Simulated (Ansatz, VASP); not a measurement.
# Ga: VASP beside Ansatz

Contents of INCAR:

```
SYSTEM = Ga
ALGO     = Normal         ! electronic algorithm
EDIFF    = 1E-6           ! SCF threshold, eV
ENCUT    = 520            ! plane-wave cutoff, eV
GGA      = PS             ! functional
ISIF     = 2              ! what is computed and relaxed
ISMEAR   = 1              ! smearing method
LASPH    = .True.         ! aspherical terms in the spheres
LCHARG   = .True.         ! write CHGCAR
LELF     = .True.         ! ELF
LREAL    = .False.        ! projectors in reciprocal space
LVHAR    = .True.       
LWAVE    = .False.        ! write WAVECAR
NBANDS   = 12             ! bands
NELM     = 80             ! most SCF steps
PREC     = Accurate       ! precision mode
SIGMA    = 0.05           ! smearing width, eV
```

KPOINTS

```
k-points
0
Gamma
  11 11 11
  0 0 0
```

Contents of POSCAR:

```
Ga
1.0
   -1.4360240070      1.4360240070      2.2798415324
    1.4360240070     -1.4360240070      2.2798415324
    1.4360240070      1.4360240070     -2.2798415324
Ga
1
Direct
    0.0000000000      0.0000000000      0.0000000000
```

Input for Ansatz:

```yaml
crystal:
  lattice:
    - [-1.4360240069646188, 1.4360240069646188, 2.279841532424598]
    - [1.4360240069646188, -1.4360240069646188, 2.279841532424598]
    - [1.4360240069646188, 1.4360240069646188, -2.279841532424598]
  atoms:
    - { symbol: Ga, position: [0.0, 0.0, 0.0] }
basis:
  ecutwfc: 517.016338673772
kpoints:
  mp_grid:
    grid: [11, 11, 11]
hamiltonian:
  xc: pbesol
  pseudopotentials:
    kind: paw
scf:
  occupations:
    method: cold
    width: 0.05
output:
  stress: true
```

This isn't the form of Ga at room conditions, which is orthorhombic.

Alike in both runs: task single point; functional PBEsol; k mesh 11 × 11 × 11; no spin polarisation.

|  | VASP | Ansatz |
| --- | --- | --- |
| version | VASP 6.6.1 | Ansatz 0.2.0 |
| potentials or method | VASP PAW PBE potentials, release 64 (Ga_d) | plane waves, PAW |
| plane-wave cutoff (eV) | 520 | 517 |
| occupations | methfessel-paxton of order 1, width 0.05 eV | cold, width 0.05 eV |
| valence electrons in the cell | 13 | 13 |

```csv
,VASP,Ansatz,Ansatz less VASP
pressure (GPa),-3.2,-3.2,+0.02
largest component of the traceless stress (GPa),1.23,1.19,-0.045
```

Caveats: the PAW data sets were made with another functional, which shifts forces and pressure a little (VASP).
